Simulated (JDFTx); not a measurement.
A run of JDFTx 1.7.0 (patched build):

Contents of CuAu.in:

```
lattice \
    5.3115466753     0.0000000000     0.0000000000 \
    0.0000000000     5.3115466753     0.0000000000 \
    0.0000000000     0.0000000000     6.9636407692
coords-type Lattice
ion Au     0.0000000000     0.0000000000     0.0000000000 1
ion Cu     0.5000000000     0.5000000000     0.5000000000 1

ion-species pseudo/Au.upf
ion-species pseudo/Cu.upf
elec-cutoff 46 368
elec-ex-corr gga-PBE
kpoint-folding 9 9 7
elec-smearing Fermi 0.0018374661
elec-n-bands 26
add-U Au d 0.220496 Cu d 0.220496
electronic-SCF nIterations 100 energyDiffThreshold 1e-09
electronic-minimize nIterations 30 energyDiffThreshold 1e-7
converge-empty-states yes
forces-output-coords Cartesian

dump-name run.$VAR
dump End Ecomponents EigStats BandEigs Kpoints Forces Stress RhoAtom
```

Potentials or basis: PseudoDojo-SR-PBE-0.5-standard with smoothed tails.

The run is started by

```bash
$ jdftx -c 1 -i CuAu.in -o CuAu.out
```

Hardware: 1 thread of AMD EPYC 7R43 64-Core Processor (Zen 3), on a shared host.

Q: Estimate the wall time of this run.

A: It took 3.3 min on 1 thread of AMD EPYC 7R43 64-Core Processor (Zen 3), on a shared host, peak memory 0.22 GiB. Counts: scf iterations 11, bands 26, k points 60, plane waves 2927.
